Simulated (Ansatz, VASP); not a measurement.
# One calculation of Co, two programs

```
CELL_PARAMETERS angstrom
0.00000 1.73398 1.73398
1.73398 0.00000 1.73398
1.73398 1.73398 0.00000
ATOMIC_POSITIONS crystal
Co 0.00000 0.00000 0.00000
```

Alike in both runs: functional PBEsol; k mesh 20 × 20 × 20; occupations gaussian, width 0.1 eV; collinear spin.

Ansatz relaxed the structure, and its values are those at the end. VASP's run is a single point on that final structure, the one shown.

|  | VASP | Ansatz |
| --- | --- | --- |
| version | VASP 6.6.1 | Ansatz 0.2.0 |
| potentials or method | VASP PAW PBE potentials, release 64 (Co) | scalar-relativistic, plane waves, PAW |
| plane-wave cutoff (eV) | 520 | 420 |
| valence electrons in the cell | 9 | 17 |

|  | VASP | Ansatz | Ansatz less VASP |
| --- | --- | --- | --- |
| gap on the k mesh at the Fermi level (eV) | none | none | - |
| pressure (GPa) | -0.9 | 0.0 | +0.88 |
| net moment per atom (μB) | 1.61 | 1.62 | +0.006 |
| size of the moment on the site where the two differ most (μB) | 1.62 | 1.68 | +0.058 |

Site moments also hang on the region over which each program counts them. A gap of «none» marks a metal or a gap that the smearing closes. With one functional, cell and mesh, what is left measures potentials, basis and numerics. The two sets of potentials don't hold the same shells in valence.

Caveats: the PAW data sets were made with another functional, which shifts forces and pressure a little (VASP).
